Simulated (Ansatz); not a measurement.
The calculation used DFT PBE+D3(BJ), scalar-relativistic, plane waves, PAW (Ansatz 0.2.0). Settings: cutoff 420 eV, Γ-centred meshes spaced at most about 0.3 Å⁻¹ (2π included), Gaussian smearing. No spin polarisation.

These are static total energies at zero pressure.

Compare these two cells of Se, each relaxed at this level.

A. Space group P2_1/c (No. 14), monoclinic, a = 8.940 Å, b = 8.802 Å, c = 14.455 Å, β = 127.3°. Se on its first site is surrounded by 2 Se at 2.36–2.37 Å; Se on its second site has 2 Se at 2.37 Å; around Se on its third site lie 2 Se at 2.37–2.39 Å; around Se on its fourth site lie 2 Se at 2.37–2.39 Å; around Se on its fifth site lie 2 Se at 2.35–2.37 Å; 3 more sites not described.

B. Space group P3_121 (No. 152), trigonal, a = 4.067 Å, c = 5.130 Å. Se is surrounded by 2 Se at 2.44 Å.

Question: Which form is favoured at zero pressure, and by what margin per atom?

Answer: B is lower, by 63 meV/atom. A has space group P2_1/c (No. 14), 28.3 Å³/atom and a gap of 1.12 eV on its mesh; B has the trigonal selenium type, space group P3_121 (No. 152), 24.5 Å³/atom and a gap of 0.51 eV. Origin: A, reached from a cell as deposited in COD; B, reached from a cell as deposited in COD, among other starts.

Kohn–Sham gaps at this level usually fall short of measured ones.
